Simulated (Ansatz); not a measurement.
# Al: response to strain

Aim: deform Al (equal xy, yz and zx engineering shear strains of -2 %) and compute stress, forces and field gradients with LAPW, PAW and all-electron datasets made for the crystal.

Computed with Ansatz 0.2.0 (DFT PBE, scalar-relativistic, unless a step's input says otherwise).

## 1. The system as given

It takes space group Fm-3m (No. 225, cubic). Conventional cell: a = 4.048 Å, b = 4.048 Å, c = 4.048 Å, α = 90.00°, β = 90.00°, γ = 90.00°. Around Al (site symmetry m-3m) lie 12 Al at 2.86 Å.

Structure file:

```xyz
1
Lattice="0.0000 2.0240 2.0240 2.0240 0.0000 2.0240 2.0240 2.0240 0.0000" Properties=species:S:1:pos:R:3 pbc="T T T"
Al    0.0000    0.0000    0.0000
```

## 2. The deformed structure

Space group Fm-3m before, R-3m after.

## 3. All-electron LAPW

The input, input.yaml:

```yaml
crystal:
  lattice:
    - [-0.0404796, 2.0037402, 2.0037402]
    - [2.0037402, -0.0404796, 2.0037402]
    - [2.0037402, 2.0037402, -0.0404796]
  atoms:
    - { symbol: Al, position: [0.0, 0.0, 0.0] }
kpoints:
  mp_grid: { grid: [14, 14, 14] }
  band_path:
    path:
      - [0.0, 0.0, 0.0]
      - [0.5, 0.5, 0.5]
      - [0.2551801333, 0.5, 0.7448198667]
      - [-0.2551801333, 0.2551801333, 0.5]
      - [0.0, 0.0, 0.5]
      - [0.0, 0.0, 0.0]
      - [-0.3775900666, 0.0, 0.3775900666]
      - [0.0, 0.3775900666, 0.6224099334]
      - [0.0, 0.5, 0.5]
    npoints: 5
scf:
  occupations: { method: fermi_dirac, width: 0.05 }
hamiltonian:
  xc: pbe
  pseudopotentials: { kind: all_electron, lapw: { basis_error: 0.001 } }
output:
  forces: true
  stress: true
  eigenvalues: true
```

Started as:

```bash
ansatz run input.yaml --threads 1 --pin off --max-ram 3072MiB --backend cpu --events-out ev --progress --plain --runs-dir out
```

## 4. Frozen-core PAW

The input, input.yaml:

```yaml
crystal:
  lattice:
    - [-0.0404796, 2.0037402, 2.0037402]
    - [2.0037402, -0.0404796, 2.0037402]
    - [2.0037402, 2.0037402, -0.0404796]
  atoms:
    - { symbol: Al, position: [0.0, 0.0, 0.0] }
kpoints:
  mp_grid: { grid: [14, 14, 14] }
scf:
  occupations: { method: fermi_dirac, width: 0.05 }
hamiltonian:
  xc: pbe
  pseudopotentials: { kind: paw }
output:
  forces: true
  stress: true
  eigenvalues: true
  efg: { contact_densities: true }
```

## 5. Datasets made for this crystal

input.yaml: that of step 4 with these lines changed.

```diff
@@ -13,3 +13,3 @@
   xc: pbe
-  pseudopotentials: { kind: paw }
+  pseudopotentials: { kind: all_electron, datasets: crystal }
 output:
```

(Steps that only read results are left out.)

Q: Predict the outcome of this session. Wanted: pressure; largest shear or deviatoric stress.

As calculated:

| quantity | value |
| --- | --- |
| pressure | LAPW -0.48, PAW -0.47, crystal datasets -0.48 GPa |
| largest shear or deviatoric stress (LAPW) | 0.07 GPa |

The largest part of the stress beyond the pressure is 0.07 GPa in size. No run of the undeformed cell stands beside it, so the pressure holds what the given cell had before the change. PAW: stress within 0.01 GPa of LAPW. Crystal datasets: stress within 0.01 GPa of LAPW.
